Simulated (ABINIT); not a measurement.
TiO2: band structure with r2SCAN

**The experiment to reproduce.**

“Shallow Valence Band of Rutile GeO2 and P-type Doping”, 2020, arxiv:2011.08928 quotes, for a bulk crystal of TiO2 at 1.6 K: band gap 3.03 eV (direct).

The system is TiO2.

```
Ti O
1.0
     4.59984    0.00000    0.00000
     0.00000    4.59984    0.00000
     0.00000    0.00000    2.95921
Ti O
2 4
Direct
  0.00000 0.00000 0.50000
  0.50000 0.50000 0.00000
  0.30432 0.30432 0.50000
  0.19568 0.80432 0.00000
  0.80432 0.19568 0.00000
  0.69568 0.69568 0.50000
```

The cell is a database's computed one.

```json
{
 "Program": "ABINIT 10.8.3 (patched build)",
 "Task": "band structure",
 "Functional": "r2SCAN",
 "Potentials or basis": "JTH PAW PBE v2.0",
 "Cutoff": "762 eV",
 "k mesh": "5 × 5 × 8",
 "Occupations": "fermi-dirac, width 0.05 eV",
 "Spin": "no spin polarisation",
 "Fine-grid cutoff": "1360.57 eV"
}
```

```json
{
 "Pressure": "0.1 GPa",
 "Largest force": "0.037 eV/Å",
 "Band gap on the k mesh": "2.20 eV, direct",
 "Band gap along the path": "2.20 eV, direct"
}
```

Forces in eV/Å, atoms in the order of the input:
```
Ti   0.000  0.000  0.000
Ti   0.000  0.000  0.000
O    0.026  0.026  0.000
O   -0.026  0.026  0.000
O    0.026 -0.026  0.000
O   -0.026 -0.026  0.000
```

Stress tensor (GPa, compression positive):
```
 0.17  0.00  0.00
 0.00  0.17  0.00
 0.00  0.00 -0.16
```

Levels at the corners of the path, in eV from the valence-band top:
```tsv
point	band 22	band 23	band 24	band 25	band 26	band 27
Γ	-0.48	-0.48	0.00	2.20	2.51	2.74
X	-1.69	-0.77	-0.77	2.88	2.88	3.37
M	-1.37	-1.11	-1.11	2.23	2.23	2.86
Γ	-0.48	-0.48	0.00	2.20	2.51	2.74
Z	-2.40	-1.47	-1.47	3.30	3.30	3.54
R	-2.07	-1.08	-1.08	2.26	2.26	3.57
A	-1.32	-0.70	-0.70	2.93	2.93	3.55
Z	-2.40	-1.47	-1.47	3.30	3.30	3.54
```

Run time: 18 min on 1 thread of AMD EPYC 7R43 64-Core Processor (Zen 3), with other jobs on the host, peak memory 0.28 GiB.

Against the measured gap of TiO2, 3.03 eV (direct; 1.6 K; quoted in “Shallow Valence Band of Rutile GeO2 and P-type Doping”, 2020, arxiv:2011.08928), the calculated 2.20 eV is off by -0.83 eV. 2 values of this kind are on record in papers (3.03 to 3.05 eV); this one was drawn at random among those near their median. The value is that of r2SCAN, without temperature or zero-point motion. The cell is a database's relaxed one, not the measured one, which moves gaps too.

Caveat: the PAW data sets were made with another functional, which shifts forces and pressure a little; the atomic spheres overlap.
